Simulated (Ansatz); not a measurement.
Structure: ZnO in the 4H polytype structure, at its r2SCAN minimum. The symmetry is P6_3mc (No. 186, hexagonal); conventional cell a = 3.226 Å, c = 10.473 Å, 11.80 Å³ an atom. Zn has 4 O at 1.97–1.98 Å; Zn has 4 O at 1.97 Å; O has 4 Zn at 1.97–1.98 Å; O has 4 Zn at 1.97 Å.

```
CELL_PARAMETERS angstrom
3.22650 0.00000 0.00000
-1.61325 2.79423 0.00000
0.00000 0.00000 10.47260
ATOMIC_POSITIONS crystal
Zn 0.00000 0.00000 0.99938
Zn 0.33333 0.66667 0.24956
Zn 0.00000 0.00000 0.49938
Zn 0.66667 0.33333 0.74956
O 0.00000 0.00000 0.18815
O 0.33333 0.66667 0.43790
O 0.00000 0.00000 0.68815
O 0.66667 0.33333 0.93790
```

5 runs of the PAW code Ansatz on this cell differ in the functional (and in the settings that go with it). Levels are in eV from each run's valence top; v1 is the last filled band, c1 the first empty one.

Run A, mean stress +1.4 GPa (compression positive):

| point | v4 | v3 | v2 | v1 | c1 | c2 |
| --- | --- | --- | --- | --- | --- | --- |
| Γ | -0.42 | -0.03 | 0.00 | 0.00 | 3.15 | 5.85 |
| M | -1.60 | -1.52 | -1.04 | -0.89 | 7.89 | 8.10 |
| K | -2.16 | -1.68 | -1.68 | -1.37 | 9.95 | 9.95 |

Run B, mean stress 0.0 GPa (compression positive):

| point | v4 | v3 | v2 | v1 | c1 | c2 |
| --- | --- | --- | --- | --- | --- | --- |
| Γ | -0.39 | -0.04 | 0.00 | 0.00 | 1.18 | 3.78 |
| M | -1.52 | -1.44 | -0.99 | -0.85 | 5.90 | 6.06 |
| K | -1.98 | -1.57 | -1.57 | -1.33 | 7.89 | 7.89 |

Run C, mean stress +1.7 GPa (compression positive):

| point | v4 | v3 | v2 | v1 | c1 | c2 |
| --- | --- | --- | --- | --- | --- | --- |
| Γ | -0.41 | -0.03 | 0.00 | 0.00 | 2.46 | 5.12 |
| M | -1.58 | -1.50 | -1.02 | -0.87 | 7.15 | 7.37 |
| K | -2.13 | -1.66 | -1.66 | -1.35 | 9.21 | 9.21 |

Run D, mean stress +6.1 GPa (compression positive):

| point | v4 | v3 | v2 | v1 | c1 | c2 |
| --- | --- | --- | --- | --- | --- | --- |
| Γ | -0.38 | -0.04 | 0.00 | 0.00 | 0.75 | 3.32 |
| M | -1.49 | -1.41 | -0.97 | -0.83 | 5.38 | 5.48 |
| K | -1.96 | -1.54 | -1.54 | -1.30 | 7.36 | 7.36 |

Run E, mean stress +4.9 GPa (compression positive):

| point | v4 | v3 | v2 | v1 | c1 | c2 |
| --- | --- | --- | --- | --- | --- | --- |
| Γ | -0.46 | -0.02 | 0.00 | 0.00 | 11.26 | 14.07 |
| M | -1.71 | -1.64 | -1.10 | -0.93 | 15.89 | 16.26 |
| K | -2.39 | -1.81 | -1.81 | -1.41 | 17.99 | 17.99 |

Problem. Match the runs to PBE, r2SCAN, HSE06, PBE0, Hartree-Fock.

Solution. A is PBE0, B is r2SCAN, C is HSE06, D is PBE, E is Hartree-Fock. In order of the gap: PBE 0.75, r2SCAN 1.18, HSE06 2.46, PBE0 3.15, Hartree-Fock 11.26 eV. The stress vanishes for r2SCAN, which relaxed the cell.

These are computed values for a spin-unpolarised cell that may be hypothetical; none is a measurement.

The program warns that its thresholds are loose for a hybrid's stress.

The meshes of the hybrids are coarse, so their gaps aren't converged to the digits shown.
